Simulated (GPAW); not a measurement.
**Local fields in the dielectric function of KBr (Fm-3m)**

Aim: the dielectric function of KBr (Fm-3m), with and without local fields.

Method: PBE and many-body steps on it, plane waves, in GPAW 26.7.0.

This is a report of a sequence of runs, with most program output left out.

### Step 1. Set-up

Symmetry: Fm-3m, No. 225, cubic system. Conventional cell: a = 6.600 Å, b = 6.600 Å, c = 6.600 Å, α = 90.00°, β = 90.00°, γ = 90.00°. K has 6 Br at 3.30 Å nearest. Nearest to Br lie 6 K at 3.30 Å. Farther neighbours and most contacts between anions are not listed.

As a file:

```xyz
2
Lattice="0.0000 3.3000 3.3000 3.3000 0.0000 3.3000 3.3000 3.3000 0.0000" Properties=species:S:1:pos:R:3 pbc="T T T"
K     0.0000    0.0000    0.0000
Br    3.3000    3.3000    3.3000
```

The cell and positions come from the Crystallography Open Database and are kept as given unless a step says otherwise.

### Step 2. Empty states on the mesh, 8×8×8 mesh, 95 bands

This step: GPAW 26.7.0; DFT, PBE, plane waves, PAW.

The sums over transitions need many empty states on a uniform mesh; this step solves for them.

Contents of run.py:

```python
import json
import numpy as np
from gpaw.mpi import world
from gpaw import GPAW

calc = GPAW('gs.gpw').fixed_density(kpts={'size': (8, 8, 8), 'gamma': True},
    nbands=110,
    convergence={'bands': 95},
    txt='nscf.txt')
calc.write('full.gpw', mode='all')
res = {}
kpts = calc.get_ibz_k_points()
res['kpts'] = kpts
res['eigenvalues'] = [calc.get_eigenvalues(kpt=k) for k in range(len(kpts))]
res['n_electrons'] = calc.get_number_of_electrons()

if world.rank == 0:
    with open('result.json', 'w') as f:
        json.dump(res, f, default=lambda x: x.tolist())
```

Started as:

```bash
$ mpirun -n 4 gpaw python run.py
```

Elapsed: 42 s, on 4 MPI ranks of Intel Xeon Platinum 8259CL at 2.50GHz (Skylake/Cascade Lake), shared host; peak memory 0.78 GiB.

Numbers from this step:

```
gap                                                           : 4.442 eV
k of the valence top                                          : 0, 0, 0
k of the conduction bottom                                    : 0, 0, 0
least direct gap                                              : 4.442 eV
k points computed                                             : 29
lowest point of the top converged band, above the valence top : 61.2966 eV
```

On this mesh the gap is 4.442 eV.

### Step 3. RPA response

The response function is computed on a frequency grid, with local fields up to the given cutoff.

This step: linear response, RPA, on PBE, plane waves, PAW.

Contents of run.py:

```python
import json
import numpy as np
from gpaw.mpi import world
from gpaw.response.df import DielectricFunction

df = DielectricFunction('full.gpw',
    ecut=50,
    nbands=95,
    eta=0.2,
    frequencies={'type': 'nonlinear', 'domega0': 0.05, 'omega2': 10.0},
    intraband=False,
    txt='df.txt')
res = {'optical': {}, 'eels': []}
for d in 'x':
    y0, y = df.get_dielectric_function(direction=d, xc='RPA', filename=None)
    res['optical'][d] = [y0.real, y0.imag, y.real, y.imag]
res['w'] = df.get_frequencies()
for q_c in [[0.125, 0, 0], [0.25, 0, 0], [0.5, 0, 0], [0.75, 0, 0], [1.25, 0, 0]]:
    res['eels'].append(df.get_eels_spectrum(q_c=q_c, xc='RPA', filename=None))

if world.rank == 0:
    with open('result.json', 'w') as f:
        json.dump(res, f, default=lambda x: x.tolist())
```

Started as:

```bash
$ mpirun -n 4 gpaw python run.py
```

It took 44 s on 4 MPI ranks; peak memory 1.2 GiB.

This step gave:

```yaml
eps_at_zero_frequency: 2.360
the_same_without_local_fields: 2.826
```

The static value is 2.36.

The ε₂ has structure finer than the step of the table below, so its rows give means over 1 eV, whole bins alone (the curve runs from 0 to 39.8 eV). Peaks (eV: height): xx, no local fields 7.2: 4.01, 9.2: 4.00, 14.8: 1.60, 20.8: 1.83; xx, local fields 7.2: 2.73, 10.0: 2.42, 16.2: 1.08.

RPA, broadening 0.2 eV. Table of ε₂ by photon energy; means over each step:

```tsv
photon energy (eV)	xx, no local fields	xx, local fields
1	0.0108	0.00758
2	0.0247	0.0174
3	0.0491	0.0351
4	0.142	0.109
5	0.635	0.507
6	1.61	1.08
7	3.55	2.31
8	2.69	1.85
9	3.32	1.67
10	2.87	2.29
11	1.27	1.65
12	0.948	0.916
13	0.689	0.596
14	0.922	0.318
15	1.38	0.654
16	0.687	0.961
17	0.502	0.741
18	0.894	0.672
19	0.856	0.821
20	1.23	0.587
21	1.63	0.534
22	1.32	0.547
23	0.880	0.593
24	0.425	0.516
25	0.396	0.432
26	0.292	0.532
27	0.152	0.586
28	0.156	0.341
29	0.212	0.258
30	0.124	0.329
31	0.0892	0.361
32	0.0920	0.349
33	0.0662	0.342
34	0.0518	0.282
35	0.0434	0.231
36	0.0382	0.170
37	0.0354	0.167
38	0.0303	0.169
39	0.0292	0.132
```

The loss function, xx has structure finer than the step of the table below, so its rows give means over 1 eV, whole bins alone (the curve runs from 0 to 39.8 eV). Peaks (eV: height): 12.8: 0.981, 17.0: 0.699, 19.4: 0.738, 23.0: 0.651, 24.6: 0.707, 27.6: 0.898, 33.0: 0.588.

Optical limit, local fields. Table of loss function, xx by energy loss; means over each step:

```tsv
energy loss (eV)	loss function, xx
1	0.00133
2	0.00292
3	0.00529
4	0.0130
5	0.0498
6	0.0853
7	0.178
8	0.316
9	0.252
10	0.335
11	0.625
12	0.843
13	0.863
14	0.292
15	0.295
16	0.447
17	0.607
18	0.451
19	0.603
20	0.649
21	0.522
22	0.503
23	0.608
24	0.572
25	0.541
26	0.516
27	0.755
28	0.710
29	0.429
30	0.408
31	0.517
32	0.510
33	0.563
34	0.538
35	0.469
36	0.333
37	0.302
38	0.306
39	0.246
```

The -Im 1/eps(q) has structure finer than the step of the table below, so its rows give means over 1 eV, whole bins alone (the curve runs from 0 to 39.8 eV). Peaks (eV: height): q = 0.206 1/A 12.8: 0.942, 19.4: 0.744, 24.6: 0.723, 27.6: 0.888; q = 0.412 1/A 13.0: 0.905, 17.0: 0.741, 19.4: 0.754, 27.6: 0.811; q = 0.824 1/A 13.0: 0.648, 16.8: 0.797, 19.4: 0.750, 27.2: 0.728; q = 1.237 1/A 19.4: 0.578, 21.2: 0.627, 23.8: 0.664, 27.0: 0.644; q = 2.061 1/A 24.0: 0.296, 27.0: 0.370, 32.8: 0.402, 38.0: 0.377.

RPA, local fields; q along the first reciprocal vector. Table of -Im 1/eps(q) by energy loss; means over each step:

```tsv
energy loss (eV)	q = 0.206 1/A	q = 0.412 1/A	q = 0.824 1/A	q = 1.237 1/A	q = 2.061 1/A
1	0.00129	0.00116	8.4e-4	5.3e-4	2.2e-4
2	0.00281	0.00251	0.00177	0.00112	4.7e-4
3	0.00501	0.00435	0.00295	0.00184	7.8e-4
4	0.0109	0.00802	0.00474	0.00288	0.00124
5	0.0448	0.0302	0.00933	0.00545	0.00258
6	0.0819	0.0717	0.0333	0.0137	0.00721
7	0.168	0.143	0.0865	0.0437	0.0278
8	0.307	0.280	0.191	0.0989	0.0449
9	0.251	0.236	0.178	0.113	0.0428
10	0.330	0.313	0.257	0.151	0.0717
11	0.611	0.554	0.380	0.208	0.0555
12	0.833	0.777	0.553	0.293	0.0549
13	0.845	0.770	0.542	0.347	0.0828
14	0.291	0.279	0.224	0.138	0.0491
15	0.298	0.304	0.285	0.194	0.0891
16	0.448	0.439	0.402	0.298	0.0881
17	0.617	0.633	0.597	0.397	0.0775
18	0.455	0.463	0.465	0.359	0.108
19	0.614	0.633	0.662	0.527	0.151
20	0.655	0.657	0.636	0.507	0.181
21	0.545	0.584	0.628	0.555	0.193
22	0.517	0.529	0.539	0.469	0.218
23	0.608	0.592	0.584	0.591	0.250
24	0.580	0.589	0.614	0.602	0.282
25	0.554	0.547	0.503	0.474	0.251
26	0.523	0.508	0.514	0.547	0.286
27	0.763	0.735	0.689	0.624	0.357
28	0.709	0.667	0.594	0.543	0.330
29	0.434	0.433	0.430	0.438	0.290
30	0.411	0.412	0.406	0.406	0.318
31	0.526	0.535	0.538	0.484	0.308
32	0.514	0.523	0.523	0.501	0.367
33	0.560	0.567	0.557	0.538	0.385
34	0.522	0.517	0.483	0.475	0.358
35	0.447	0.445	0.414	0.430	0.372
36	0.311	0.309	0.303	0.335	0.318
37	0.276	0.274	0.272	0.319	0.334
38	0.276	0.280	0.291	0.336	0.366
39	0.217	0.215	0.219	0.263	0.313
```

### Step 4. ALDA response

This step: linear response, ALDA, on PBE, plane waves, PAW.

Edit run.py of step 3 so:

```diff
@@ -14,7 +14,7 @@
 for d in 'x':
-    y0, y = df.get_dielectric_function(direction=d, xc='RPA', filename=None)
+    y0, y = df.get_dielectric_function(direction=d, xc='ALDA', filename=None)
     res['optical'][d] = [y0.real, y0.imag, y.real, y.imag]
 res['w'] = df.get_frequencies()
-for q_c in [[0.125, 0, 0], [0.25, 0, 0], [0.5, 0, 0], [0.75, 0, 0], [1.25, 0, 0]]:
-    res['eels'].append(df.get_eels_spectrum(q_c=q_c, xc='RPA', filename=None))
+for q_c in [[0.5, 0, 0]]:
+    res['eels'].append(df.get_eels_spectrum(q_c=q_c, xc='ALDA', filename=None))
```

Started as:

```bash
$ mpirun -n 4 gpaw python run.py
```

Run time: 16 s. Hardware: 4 MPI ranks; peak memory 1.1 GiB.

Numbers from this step:

| Item | Value |
| --- | --- |
| ε at zero frequency | 2.571 |
| the same without local fields | 2.826 |

The static value is 2.57.

The ε₂ has structure finer than the step of the table below, so its rows give means over 1 eV, whole bins alone (the curve runs from 0 to 39.8 eV). Peaks (eV: height): xx, no local fields 7.2: 4.01, 9.2: 4.00, 14.8: 1.60, 20.8: 1.83; xx, local fields 7.0: 3.30, 9.4: 2.89, 15.4: 1.18, 18.6: 0.920.

ALDA, broadening 0.2 eV. Table of ε₂ by photon energy; means over each step:

```tsv
photon energy (eV)	xx, no local fields	xx, local fields
1	0.0108	0.00967
2	0.0247	0.0225
3	0.0491	0.0461
4	0.142	0.148
5	0.635	0.730
6	1.61	1.67
7	3.55	2.94
8	2.69	1.81
9	3.32	2.09
10	2.87	2.65
11	1.27	1.39
12	0.948	0.826
13	0.689	0.581
14	0.922	0.428
15	1.38	0.974
16	0.687	1.02
17	0.502	0.565
18	0.894	0.718
19	0.856	0.830
20	1.23	0.598
21	1.63	0.632
22	1.32	0.657
23	0.880	0.706
24	0.425	0.736
25	0.396	0.528
26	0.292	0.714
27	0.152	0.525
28	0.156	0.290
29	0.212	0.325
30	0.124	0.448
31	0.0892	0.287
32	0.0920	0.271
33	0.0662	0.215
34	0.0518	0.160
35	0.0434	0.125
36	0.0382	0.103
37	0.0354	0.0969
38	0.0303	0.0777
39	0.0292	0.0660
```

### Step 5. RPA response, local-field cutoff (8×8×8 mesh, 95 bands, screening to 15 eV, broadening 0.2 eV)

This step: linear response, RPA, on PBE, plane waves, PAW.

Edit run.py of step 4 so:

```diff
@@ -6,3 +6,3 @@
 df = DielectricFunction('full.gpw',
-    ecut=50,
+    ecut=15,
     nbands=95,
@@ -14,3 +14,3 @@
 for d in 'x':
-    y0, y = df.get_dielectric_function(direction=d, xc='ALDA', filename=None)
+    y0, y = df.get_dielectric_function(direction=d, xc='RPA', filename=None)
     res['optical'][d] = [y0.real, y0.imag, y.real, y.imag]
@@ -18,3 +18,3 @@
 for q_c in [[0.5, 0, 0]]:
-    res['eels'].append(df.get_eels_spectrum(q_c=q_c, xc='ALDA', filename=None))
+    res['eels'].append(df.get_eels_spectrum(q_c=q_c, xc='RPA', filename=None))
```

Started as:

```bash
$ mpirun -n 4 gpaw python run.py
```

Elapsed: 14 s, on 4 MPI ranks; peak memory 1 GiB; 54 s of CPU time.

Numbers from this step:

* ε at zero frequency: 2.423
* the same without local fields: 2.826

The static value is 2.42.

### Step 6. RPA response, fewer bands (8×8×8 mesh, 10 bands, screening to 50 eV, broadening 0.2 eV)

Edit run.py of step 5 so:

```diff
@@ -6,4 +6,4 @@
 df = DielectricFunction('full.gpw',
-    ecut=15,
-    nbands=95,
+    ecut=50,
+    nbands=10,
     eta=0.2,
@@ -17,3 +17,3 @@
 res['w'] = df.get_frequencies()
-for q_c in [[0.5, 0, 0]]:
+for q_c in []:
     res['eels'].append(df.get_eels_spectrum(q_c=q_c, xc='RPA', filename=None))
```

Started as:

```bash
$ mpirun -n 4 gpaw python run.py
```

The job ended after 5.9 s (4 MPI ranks; peak memory 0.59 GiB; 22 s of CPU time).

Numbers from this step:

| Quantity | Value |
| --- | --- |
| ε at zero frequency | 1.784 |
| the same without local fields | 1.843 |

### Step 7. RPA response, scissors (8×8×8 mesh, 95 bands, screening to 50 eV, broadening 0.2 eV)

Edit run.py of step 6 so:

```diff
@@ -7,3 +7,3 @@
     ecut=50,
-    nbands=10,
+    nbands=95,
     eta=0.2,
@@ -11,2 +11,3 @@
     intraband=False,
+    eshift=0.5,
     txt='df.txt')
```

Started as:

```bash
$ mpirun -n 4 gpaw python run.py
```

Run time: 10 s. Hardware: 4 MPI ranks; peak memory 1.1 GiB.

Numbers from this step:

| Property | Result |
| --- | --- |
| ε at zero frequency | 2.297 |
| the same without local fields | 2.731 |

The static value is 2.30.

The ε₂ has structure finer than the step of the table below, so its rows give means over 2 eV, whole bins alone (the curve runs from 0 to 39.8 eV). Peaks (eV: height): xx, no local fields 7.6: 4.10, 9.8: 4.03, 15.4: 1.63, 21.2: 1.82; xx, local fields 7.8: 2.65, 10.6: 2.45, 16.8: 1.08.

RPA, broadening 0.2 eV. ε₂ against photon energy; means over each step:

```tsv
photon energy (eV)	xx, no local fields	xx, local fields
2	0.0203	0.0143
4	0.0954	0.0719
6	1.12	0.793
8	3.13	2.09
10	3.10	1.98
12	1.11	1.29
14	0.805	0.460
16	1.04	0.814
18	0.699	0.711
20	1.04	0.709
22	1.48	0.544
24	0.650	0.558
26	0.344	0.483
28	0.154	0.466
30	0.168	0.295
32	0.0907	0.356
34	0.0591	0.314
36	0.0409	0.202
38	0.0328	0.170
```

### Step 8. RPA response, more bands than the file holds (8×8×8 mesh, 285 bands, screening to 30 eV, broadening 0.2 eV)

Edit run.py of step 7 so:

```diff
@@ -6,4 +6,4 @@
 df = DielectricFunction('full.gpw',
-    ecut=50,
-    nbands=95,
+    ecut=30,
+    nbands=285,
     eta=0.2,
@@ -11,3 +11,2 @@
     intraband=False,
-    eshift=0.5,
     txt='df.txt')
```

Started as:

```bash
$ mpirun -n 4 gpaw python run.py
```

Run time: 14 s. Hardware: 4 MPI ranks; peak memory 0.59 GiB.

The run stopped with an error after 14 s.

The fault put into this input: more bands than the file holds.

### Step 9. The runs together

Times are wall times on 4 MPI ranks of Intel Xeon Platinum 8259CL at 2.50GHz (Skylake/Cascade Lake), shared host, good to a factor of about two.

```tsv
run	ε(0)	without local fields	time
RPA response	2.36	2.83	44 s
ALDA response	2.57	2.83	16 s
RPA response, local-field cutoff (8×8×8 mesh, 95 bands, screening to 15 eV, broadening 0.2 eV)	2.42	2.83	14 s
RPA response, fewer bands (8×8×8 mesh, 10 bands, screening to 50 eV, broadening 0.2 eV)	1.78	1.84	5.9 s
RPA response, scissors (8×8×8 mesh, 95 bands, screening to 50 eV, broadening 0.2 eV)	2.30	2.73	10 s
```

### Step 10. Summary of results

- RPA response: ε(0) 2.36
- ALDA response: ε(0) 2.57
- RPA response, local-field cutoff (8×8×8 mesh, 95 bands, screening to 15 eV, broadening 0.2 eV): ε(0) 2.42
- RPA response, fewer bands (8×8×8 mesh, 10 bands, screening to 50 eV, broadening 0.2 eV): ε(0) 1.78
- RPA response, scissors (8×8×8 mesh, 95 bands, screening to 50 eV, broadening 0.2 eV): ε(0) 2.30

What this shows: In the optical limit the electronic ε(0) is 2.36, against 2.83 without local fields. ALDA response: ε(0) = 2.57. RPA response, local-field cutoff (8×8×8 mesh, 95 bands, screening to 15 eV, broadening 0.2 eV): ε(0) = 2.42. RPA response, fewer bands (8×8×8 mesh, 10 bands, screening to 50 eV, broadening 0.2 eV): ε(0) = 1.78. RPA response, scissors (8×8×8 mesh, 95 bands, screening to 50 eV, broadening 0.2 eV): ε(0) = 2.30. ε(0) converges slowly with a Γ-centred mesh, and this one is not shown settled. Unless a shift is named, the levels are those of the density functional, and only a kernel with a long-range part can bind an exciton.

[Paths, hosts, dates, memory and timing lines, banners, echoed tables and standing remarks are left out of the program output.]

[Logs are printed without paths, hosts, clocks, repeated set-up lines and the standing remarks that a program may print on its own settings, such as how far it seeks lower states.]

[Runs of the session that timed out or met a known fault of the program may be left out.]

[Hosts, paths, dates, database ids (printed as entryN), source tags and the programs' standing remarks are cut or masked in the printed files.]
